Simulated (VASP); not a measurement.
PbS (Galena), 2 atoms in the cell. It takes space group Fm-3m (No. 225, cubic). Conventional cell: a = 5.931 Å, b = 5.931 Å, c = 5.931 Å, α = 90.00°, β = 90.00°, γ = 90.00°. Pb (site symmetry m-3m) is surrounded by 6 S at 2.97 Å. S (site symmetry m-3m) has 6 Pb at 2.97 Å as nearest neighbours. 

```yaml
Program: VASP 6.6.1
Task: relaxation of cell and atoms
Functional: vdW-DF2
Potentials_or_basis: VASP PAW PBE potentials, release 64 (Pb_d, S)
Cutoff: 600 eV
k_mesh: 8 × 8 × 8
Occupations: fermi-dirac, width 0.05 eV
Spin: no spin polarisation
Further_INCAR_settings: ALGO = Fast; EDIFF = 1e-06; IBRION = 2; EDIFFG = -0.01; NSW = 40; ISIF = 3
```

Potentials or basis: VASP PAW PBE potentials, release 64 (Pb_d, S).

Run with:

```console
$ cat potpaw_PBE.64/Pb_d/POTCAR potpaw_PBE.64/S/POTCAR > POTCAR
$ mpirun -np 1 vasp_std > vasp.out
```

Hardware: 1 thread of Intel(R) Xeon(R) Platinum 8559C (Emerald Rapids), on a shared host.

**Question.** How long does it take, and how much memory?

**Answer.** It took 4.9 min on 1 thread of Intel(R) Xeon(R) Platinum 8559C (Emerald Rapids) (shared host), peak memory 0.47 GiB. Counts: scf iterations 49, k points 29, ion steps 5.
